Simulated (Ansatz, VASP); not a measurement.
## Two plane-wave programs on MnS

File INCAR:

```
PREC = Accurate
ENCUT = 520
EDIFF = 1E-6
ISMEAR = -1
SIGMA = 0.05
LREAL = False
LASPH = True
NELM = 150
ALGO = Normal
ISIF = 2
LWAVE = False
LCHARG = True
ISPIN = 2
MAGMOM = 4 -4 0 0
LORBIT = 11
LMAXMIX = 4
GGA = PS
LELF = True
LVHAR = True
NBANDS = 31
```

File KPOINTS:

```
Automatic mesh
0
Gamma
  9 9 9
```

Contents of POSCAR:

```
MnS
1.0
   -1.8299960138     -1.0565486911      5.9418405554
    1.8299960138     -1.0565486911      5.9418405554
    0.0000000000      2.1130973824      5.9418405554
Mn S
2 2
Direct
    0.0000000000      0.0000000000      0.0000000000
    0.5000000000      0.5000000000      0.5000000000
    0.2500000000      0.2500000000      0.2500000000
    0.7500000000      0.7500000000      0.7500000000
```

The input input.yaml:

```yaml
crystal:
  lattice:
    - [-1.8299960138, -1.0565486911, 5.9418405554]
    - [1.8299960138, -1.0565486911, 5.9418405554]
    - [0.0, 2.1130973824, 5.9418405554]
  atoms:
    - { symbol: Mn, position: [0.0, 0.0, 0.0], spin: 4.0 }
    - { symbol: Mn, position: [0.5, 0.5, 0.5], spin: -4.0 }
    - { symbol: S, position: [0.25, 0.25, 0.25] }
    - { symbol: S, position: [0.75, 0.75, 0.75] }
hamiltonian:
  xc: pbesol
  pseudopotentials: { kind: paw }
magnetization:
  spin_polarized: true
kpoints:
  mp_grid: { grid: [9, 9, 9] }
scf:
  occupations: { method: fermi_dirac, width: 0.05 }
output:
  forces: true
  stress: true
  eigenvalues: true
```

The cell is a database's computed one.

Alike in both runs: task single point; functional PBEsol; k mesh 9 × 9 × 9; occupations fermi-dirac, width 0.05 eV; collinear spin, antiferromagnetic start.

|  | VASP | Ansatz |
| --- | --- | --- |
| version | VASP 6.6.1 | Ansatz 0.2.0 |
| potentials or method | VASP PAW PBE potentials, release 64 (Mn_pv, S) | Ansatz PAW |
| plane-wave cutoff (eV) | 520 | 420 |
| valence electrons in the cell | 38 | 42 |

VASP gave:

- gap on the k mesh at the Fermi level (eV): 0.72
- least direct gap on the mesh (eV): 1.11
- pressure (GPa): -5.7
- largest component of the traceless stress (GPa): 0.19
- net moment per atom (μB): 0.00
- size of the moment on the site where the two differ most (μB): 4.15

Estimate Ansatz's values.

gap on the k mesh at the Fermi level (eV): 0.72; least direct gap on the mesh (eV): 1.12; pressure (GPa): -5.8; largest component of the traceless stress (GPa): 0.21; net moment per atom (μB): 0.00; size of the moment on the site where the two differ most (μB): 4.10.

Site moments also hang on the region over which each program counts them. With one functional, cell and mesh, what is left measures potentials, basis and numerics. The two sets of potentials don't hold the same shells in valence.

Caveats: the PAW data sets were made with another functional, which shifts forces and pressure a little (VASP); an odd mesh through Γ misses points on the zone boundary, where band edges often lie (VASP); odd divisions of the mesh miss points on the zone boundary, where band edges often lie, so the gap on the mesh can be too wide (Ansatz); the PAW data sets come from PBE, with cores solved anew for the run's functional, which leaves a small shift of forces and pressure (Ansatz). Expect the measured gap to be larger: semilocal functionals such as PBEsol lack the derivative discontinuity.
